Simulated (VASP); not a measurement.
Here is a VASP 6.6.1 calculation.

INCAR

```
ALGO = Normal
EDIFF = 1E-6
EDIFFG = -0.01
ENCUT = 600
GGA = RE
IBRION = 2
ISIF = 3
ISMEAR = -1
LASPH = True
LCHARG = False
LREAL = False
LWAVE = False
NELM = 60
NSW = 60
PREC = Accurate
SIGMA = 0.05
```

File KPOINTS:

```
k-points
0
Gamma
  13 13 10
```

Contents of POSCAR:

```
Be
1.0
    2.0208100000      0.0000000000      0.0000000000
    0.0000000000      2.0208100000      0.0000000000
    0.0000000000      0.0000000000      2.6616400000
Be
1
Direct
    0.0000000000      0.0000000000      0.5000000000
```

Potentials or basis: VASP PAW PBE potentials, release 64 (Be).

The run is started by

```console
$ cat potpaw_PBE.64/Be/POTCAR > POTCAR
$ mpirun -np 1 vasp_std > vasp.out
```

Task: Predict the relaxed cell.

Result: a = 2.036 Å, b = 2.036 Å, c = 2.686 Å, α = 90.00°, β = 90.00°, γ = 90.00°.

Task: What does it give for the relaxed volume?

Result: 11.14 Å³/atom.

Task: Predict the band gap on the k mesh.

Result: None (metal or under the smearing width).

Final structure:
```
Be
1.0
     2.03617    0.00000    0.00000
     0.00000    2.03617    0.00000
     0.00000    0.00000    2.68644
Be
1
Direct
  0.00000 0.00000 0.50000
```

Caveat: the PAW data sets were made with another functional, which shifts forces and pressure a little.
